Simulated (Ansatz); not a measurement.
SnS: reading a single point

```
CELL_PARAMETERS angstrom
4.54657 0.00000 0.00000
0.00000 3.96527 0.00000
0.00000 0.00000 11.20033
ATOMIC_POSITIONS crystal
Sn 0.10600 0.25000 0.87900
Sn 0.39400 0.25000 0.37900
Sn 0.60600 0.75000 0.62100
Sn 0.89400 0.75000 0.12100
S 0.50300 0.25000 0.14800
S 0.99700 0.25000 0.64800
S 0.00300 0.75000 0.35200
S 0.49700 0.75000 0.85200
```

The numbers come from plane-wave PAW DFT (Ansatz): PBE, spin-orbit coupling, 420 eV, 5×6×2 Γ-centred k points, fermi-dirac occupations (width 0.1 eV). Nothing was relaxed.

The state carries no moments; the state need not be the lowest.

(1) Metal or insulator? Give the gap.

(2) Which atom feels the largest force, and which way?

(3) Is the cell too large or too small?

(4) Which orbitals make up the band edges?

(5) Which element gives electrons and which takes them?

Origin: a known structure type with other elements, at an estimated volume, so it need not be a known compound.

## Answers

(1) The gap is 0.74 eV, indirect (the least direct gap found is 1.05 eV).

(2) The largest is on Sn2 (and as large on other atoms): 0.11 eV/Å, components (-0.11, 0.00, 0.00). It makes 99° with the line to a nearest neighbour, S5 at 2.63 Å.

(3) The pressure is 0.6 GPa (compression positive), so with the atoms held at these fractions the cell would first expand. The principal stresses -0.4, 0.9, 1.2 GPa differ, so its shape would change too.

(4) Within 0.7 eV of the edges, the states project mainly on S p (56 %), Sn s (29 %) and Sn p (13 %) below the gap and on Sn p (61 %) and S p (16 %) above it.

(5) Bader charges in e: Sn +0.95, S -0.95. In the mean Sn gives up most and S takes most.
